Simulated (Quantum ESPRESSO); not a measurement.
Crystal: GaN.

```
Ga N
1.0
     3.18000    0.00000    0.00000
    -1.59000    2.75396    0.00000
     0.00000    0.00000    5.16600
Ga N
2 2
Direct
  0.66667 0.33333 0.50000
  0.33333 0.66667 0.00000
  0.66667 0.33333 0.87500
  0.33333 0.66667 0.37500
```

Base run:

- Program: Quantum ESPRESSO 7.5
- Functional: AM05
- Potentials or basis: GBRV 1.5 PBE
- Cutoff: 762 eV
- Density cutoff: 6095 eV
- k mesh: 6 × 6 × 4, shifted
- Occupations: fermi-dirac, width 0.05 eV
- Spin: no spin polarisation

Its results: pressure 1.8 GPa; largest force 0.135 eV/Å; electronic dielectric tensor (diagonal) 6.12, 6.12, 5.78.

Q: The run is repeated on the same cell with these changes: functional from AM05 to PBE. What comes out?

A: Pressure 7.6 GPa; largest force 0.137 eV/Å; electronic dielectric tensor (diagonal) 5.99, 5.99, 5.69.

PBE binds less tightly than AM05, so the same cell stands under more pressure.

Caveats: the potentials were made for another functional, which shifts forces and pressure (some runs); the cell is more than 3 GPa from zero pressure, which shifts response properties (some runs).

Not every run made on this cell is shown here.
